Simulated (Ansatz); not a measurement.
Input of an Ansatz 0.2.0 run:

The input input.yaml:

```yaml
crystal:
  lattice:
    - [3.8202894285, -2.1482026, 0.0]
    - [3.8202894285, 2.1482026, 0.0]
    - [-0.0942908673, 0.0, 5.9760906531]
  atoms:
    - { symbol: Te, position: [0.0, 0.0, 0.0] }
    - { symbol: Te, position: [0.30944661, 0.30944661, 0.33880949] }
    - { symbol: Te, position: [0.69055339, 0.69055339, 0.66119051] }
kpoints:
  mp_grid: { grid: [7, 7, 5] }
scf:
  occupations: { method: fermi_dirac, width: 0.05 }
hamiltonian:
  xc: pbesol
  pseudopotentials: { kind: all_electron, datasets: crystal }
output:
  forces: true
  stress: true
  eigenvalues: true
  dos: { projected: false, de: 0.1, e_range: [-14, 6] }
```

Potentials or basis: all-electron PAW datasets made for the crystal.

Run with:

```sh
$ ansatz run input.yaml --threads 2 --pin off --max-ram 8192MiB --backend cpu --events-out ev --progress --plain --runs-dir out
```

(1) Estimate the pressure.

(2) What does it give for the largest force?

Results:

(1) -1.9 GPa.

(2) 0.085 eV/Å.

Caveat: the program warned that the printed levels may be off, so bands, gaps and densities of states are rough; the density of states is complete only up to the lowest level of the last band computed.
